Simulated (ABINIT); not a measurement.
# GaP (F-43m) in ABINIT: settings compared, part 2 of 2

ABINIT 10.8.3 (patched build). Earlier steps stand in the parts before.

## (3) Single point, LDA

Input file run.abi:

```
pp_dirpath "./"
pseudos "Ga.upf, P.upf"

acell 7.2831660764 7.2831660764 7.2831660764
rprim
     0.0000000000     0.7071067812     0.7071067812
     0.7071067812     0.0000000000     0.7071067812
     0.7071067812     0.7071067812     0.0000000000
ntypat 2
znucl 31 15
natom 2
typat 1 2
xred
     0.0000000000     0.0000000000     0.0000000000
     0.7500000000     0.7500000000     0.7500000000

ecut 36.0

kptopt 1
ngkpt 6 6 6
nshiftk 1
shiftk 0.0 0.0 0.0

ixc 7

nband 13
occopt 3
tsmear 0.05 eV

nstep 100
tolvrs 1.0e-10

iomode 3
prtwf 0
prteig 0
prtebands 0
prtden 1
prtvha 1
prtvclmb 1
prtpot 1
prtelf 1
```

Potentials or basis: PseudoDojo NC SR LDA v0.4.1 standard.

Launch:

```
abinit run.abi > log 2>&1
```

run.abo:

```text
.Version 10.8.3 of ABINIT
 Symmetries : space group F-4 3 m (#216); Bravais cF (face-center cubic)
================================================================================
 Values of the parameters that define the memory need of the present run
     intxc =       0    ionmov =       0      iscf =       7    lmnmax =       6
     lnmax =       6     mgfft =      40  mpssoang =       3    mqgrid =    3001
     natom =       2  nloc_mem =       1    nspden =       1   nspinor =       1
    nsppol =       1      nsym =      24    n1xccc =    2501    ntypat =       2
    occopt =       3   xclevel =       1
       mpw =        2838          nfft =       64000          nkpt =          16
================================================================================
================================================================================

--------------------------------------------------------------------------------
------------- Echo of variables that govern the present computation ------------
[... 217 lines left out ...]
- sigma(3 3)=  3.84776092E+00  sigma(2 1)=  0.00000000E+00

== END DATASET(S) ==============================================================
================================================================================

 -outvars: echo values of variables after computation  --------
            acell      7.2831660764E+00  7.2831660764E+00  7.2831660764E+00 Bohr
           etotal     -8.3347817841E+01
            fcart     -0.0000000000E+00 -0.0000000000E+00 -0.0000000000E+00
                      -0.0000000000E+00 -0.0000000000E+00 -0.0000000000E+00
            rprim      0.0000000000E+00  7.0710678120E-01  7.0710678120E-01
                       7.0710678120E-01  0.0000000000E+00  7.0710678120E-01
                       7.0710678120E-01  7.0710678120E-01  0.0000000000E+00
           strten      1.3078273529E-04  1.3078273529E-04  1.3078273529E-04
                       0.0000000000E+00  0.0000000000E+00  0.0000000000E+00
           xangst      0.0000000000E+00  0.0000000000E+00  0.0000000000E+00
                       4.0878749973E+00  4.0878749973E+00  4.0878749973E+00
             xred      0.0000000000E+00  0.0000000000E+00  0.0000000000E+00
                       7.5000000000E-01  7.5000000000E-01  7.5000000000E-01
 Calculation completed.
```

It took 23 s on 1 thread of Arm Neoverse V1, shared host; peak memory 0.07 GiB.

What came out:

| Item | Value |
| --- | --- |
| Free energy | -2268.0097 eV |
| Band gap on the k mesh | 1.50 eV, indirect (least direct gap 1.60 eV) |
| Valence electrons inside the program's atomic spheres | Ga 10.85; P 2.78 |

Levels at points of the mesh, in eV from the valence-band top:
```tsv
k point	band 6	band 7	band 8	band 9	band 10	band 11	band 12	band 13
(0.00, 0.00, 0.00)	-12.52	0.00	0.00	0.00	1.60	3.79	3.79	3.79
(0.50, 0.00, 0.00)	-10.44	-6.72	-1.13	-1.13	1.50	4.63	4.63	8.06
(0.50, 0.50, 0.00)	-9.52	-6.85	-2.71	-2.71	1.50	1.68	10.43	10.43
```

Caveat: the cutoff is too short for stress, so the log's stress isn't used.

## (4) Single point, PBEsol

Input file run.abi:

```
# Pseudopotentials
pp_dirpath "./"
pseudos "Ga.upf, P.upf"

# Structure
acell 3*1.0
rprim
     0.0000000000     5.1499761211     5.1499761211
     5.1499761211     0.0000000000     5.1499761211
     5.1499761211     5.1499761211     0.0000000000
ntypat 2
znucl 31 15
natom 2
typat 1 2
xcart
     0.0000000000     0.0000000000     0.0000000000
     7.7249641817     7.7249641817     7.7249641817

# Plane-wave basis
ecut 979.609905 eV

# k points
kptopt 1
ngkpt 6 6 6
nshiftk 1
shiftk 0.0 0.0 0.0

# Exchange and correlation
ixc -116133

# Bands and occupations
nband 13
occopt 3
tsmear 0.05 eV

# SCF cycle
nstep 100
tolvrs 1.0e-10

# Output
iomode 3
prtwf 0
prtden 0
prteig 0
prtebands 0
enunit 2
prtvol 2
```

Potentials or basis: PseudoDojo NC SR PBEsol v0.4.1 standard.

Launch:

```
abinit run.abi > log 2>&1
```

Wall time 15 s (1 thread of Intel Xeon 6975P-C (Granite Rapids), shared host); peak memory 0.08 GiB.

It converged, with:

* Free energy: -2266.7406 eV
* Pressure: -1.4 GPa
* Band gap on the k mesh: 1.51 eV, indirect (least direct gap 1.73 eV)
* Valence electrons inside the program's atomic spheres: Ga 10.83; P 2.77

Levels at points of the mesh, in eV from the valence-band top:
| k point | band 5 | band 6 | band 7 | band 8 | band 9 | band 10 | band 11 | band 12 | band 13 |
| --- | --- | --- | --- | --- | --- | --- | --- | --- | --- |
| (0.00, 0.00, 0.00) | -14.48 | -12.52 | 0.00 | 0.00 | 0.00 | 1.73 | 3.82 | 3.82 | 3.82 |
| (0.50, 0.00, 0.00) | -14.48 | -10.44 | -6.69 | -1.13 | -1.13 | 1.58 | 4.64 | 4.64 | 8.09 |
| (0.50, 0.50, 0.00) | -14.46 | -9.53 | -6.81 | -2.71 | -2.71 | 1.51 | 1.71 | 10.52 | 10.52 |

## (5) Single point, LDA

Input file run.abi:

```
# Pseudopotentials
pp_dirpath "./"
pseudos "Ga.upf, P.upf"

# Structure
acell 3.8540855109 3.8540855109 3.8540855109 Angstrom
rprim
     0.0000000000     0.7071067812     0.7071067812
     0.7071067812     0.0000000000     0.7071067812
     0.7071067812     0.7071067812     0.0000000000
ntypat 2
znucl 31 15
natom 2
typat 1 2
xred
     0.0000000000     0.0000000000     0.0000000000
     0.7500000000     0.7500000000     0.7500000000

# Plane-wave basis
ecut 36.0

# k points
kptopt 1
ngkpt 6 6 6
nshiftk 1
shiftk 0.0 0.0 0.0

# Exchange and correlation
ixc 7

# Bands and occupations
nband 13
occopt 3
tsmear 0.05 eV

# SCF cycle
nstep 100
tolvrs 1.0e-10

# Output
iomode 3
prtwf 0
prtden 0
prteig 0
prtebands 0
enunit 1
```

Potentials or basis: PseudoDojo NC SR LDA v0.4.1 standard.

Launch:

```
abinit run.abi > log 2>&1
```

Wall time 15 s (1 thread of Intel Xeon 6975P-C (Granite Rapids), shared host); peak memory 0.07 GiB.

The run converged. Its results:

```
Free energy                                           : -2268.0097 eV
Band gap on the k mesh                                : 1.50 eV, indirect (least direct gap 1.60 eV)
Valence electrons inside the program's atomic spheres : Ga 10.85; P 2.78
```

Levels at points of the mesh, in eV from the valence-band top:
| k point | band 6 | band 7 | band 8 | band 9 | band 10 | band 11 | band 12 | band 13 |
| --- | --- | --- | --- | --- | --- | --- | --- | --- |
| (0.00, 0.00, 0.00) | -12.52 | 0.00 | 0.00 | 0.00 | 1.60 | 3.79 | 3.79 | 3.79 |
| (0.50, 0.00, 0.00) | -10.44 | -6.72 | -1.13 | -1.13 | 1.50 | 4.63 | 4.63 | 8.06 |
| (0.50, 0.50, 0.00) | -9.52 | -6.85 | -2.71 | -2.71 | 1.50 | 1.68 | 10.43 | 10.43 |

Caveat: the cutoff is too short for stress, so the log's stress isn't used.

## (6) Single point, PBEsol

Input file run.abi:

```
pp_dirpath "./"
pseudos "Ga.upf, P.upf"

acell 3*1.0 Angstrom
rprim
     0.0000000000     2.7252500000     2.7252500000
     2.7252500000     0.0000000000     2.7252500000
     2.7252500000     2.7252500000     0.0000000000
ntypat 2
znucl 31 15
natom 2
typat 1 2
xcart
     0.0000000000     0.0000000000     0.0000000000
     7.7249641817     7.7249641817     7.7249641817

ecut 36.0

kptopt 1
ngkpt 6 6 6
nshiftk 1
shiftk 0.0 0.0 0.0

ixc -116133

nband 13
occopt 3
tsmear 0.05 eV

nstep 100
tolvrs 1.0e-10

iomode 3
prtwf 0
prtden 0
prteig 0
prtebands 0
```

Potentials or basis: PseudoDojo NC SR PBEsol v0.4.1 standard.

Launch:

```
abinit run.abi > log 2>&1
```

It took 15 s on 1 thread of Intel Xeon 6975P-C (Granite Rapids), shared host; peak memory 0.08 GiB.

The run converged. Its results:

- Free energy: -2266.7406 eV
- Pressure: -1.4 GPa
- Band gap on the k mesh: 1.51 eV, indirect (least direct gap 1.73 eV)
- Valence electrons inside the program's atomic spheres: Ga 10.83; P 2.77

Levels at points of the mesh, in eV from the valence-band top:
```
           k point  band 5  band 6  band 7  band 8  band 9  band 10  band 11  band 12  band 13
(0.00, 0.00, 0.00)  -14.48  -12.52    0.00    0.00    0.00     1.73     3.82     3.82     3.82
(0.50, 0.00, 0.00)  -14.48  -10.44   -6.69   -1.13   -1.13     1.58     4.64     4.64     8.09
(0.50, 0.50, 0.00)  -14.46   -9.53   -6.81   -2.71   -2.71     1.51     1.71    10.52    10.52
```

## (7) The runs side by side

| level | potentials or basis | gap on the mesh (eV) |
| --- | --- | --- |
| PBE | PseudoDojo NC SR PBE v0.4.1 standard | 1.65 |
| LDA | PseudoDojo NC SR LDA v0.4.1 standard | 1.50 |
| PBEsol | PseudoDojo NC SR PBEsol v0.4.1 standard | 1.51 |

Alike in all rows: task single point; no spin polarisation; cell as given; k mesh 6 × 6 × 6; cutoff (eV) 980; smearing fermi-dirac 0.05 eV.

Absolute energies hang on the potentials; compare differences alone.

## (8) Comparison with measurements

Step 2. A measured gap of GaP is 2.34 eV (indirect; 10 K; quoted in “Stacking defects in GaP nanowires: Electronic structure and optical properties”, 2018, arxiv:1810.01194); the calculated 1.65 eV misses it by -0.69 eV. Spin-orbit coupling on Ga is left out. The value is that of PBE on a finite k mesh, which can miss the band edges, without temperature or zero-point motion. Semilocal functionals fall short of measured gaps as a rule.

Step 3. A measured gap of GaP is 2.34 eV (indirect; 10 K; quoted in “Stacking defects in GaP nanowires: Electronic structure and optical properties”, 2018, arxiv:1810.01194); the calculated 1.50 eV misses it by -0.84 eV. Spin-orbit coupling on Ga is left out. The value is that of LDA on a finite k mesh, which can miss the band edges, without temperature or zero-point motion. Semilocal functionals fall short of measured gaps as a rule.

Step 4. A measured gap of GaP is 2.34 eV (indirect; 10 K; quoted in “Stacking defects in GaP nanowires: Electronic structure and optical properties”, 2018, arxiv:1810.01194); the calculated 1.51 eV misses it by -0.83 eV. Spin-orbit coupling on Ga is left out. The value is that of PBEsol on a finite k mesh, which can miss the band edges, without temperature or zero-point motion. Semilocal functionals fall short of measured gaps as a rule.

Step 5. Measured gap of GaP: 2.34 eV (indirect; 10 K; quoted in “Stacking defects in GaP nanowires: Electronic structure and optical properties”, 2018, arxiv:1810.01194). This calculation gives 1.50 eV (-0.84 eV). Spin-orbit coupling on Ga is left out. The value is that of LDA on a finite k mesh, which can miss the band edges, without temperature or zero-point motion. Semilocal functionals fall short of measured gaps as a rule.

Step 6. A measured gap of GaP is 2.34 eV (indirect; 10 K; quoted in “Stacking defects in GaP nanowires: Electronic structure and optical properties”, 2018, arxiv:1810.01194); the calculated 1.51 eV misses it by -0.83 eV. Spin-orbit coupling on Ga is left out. The value is that of PBEsol on a finite k mesh, which can miss the band edges, without temperature or zero-point motion. Semilocal functionals fall short of measured gaps as a rule.
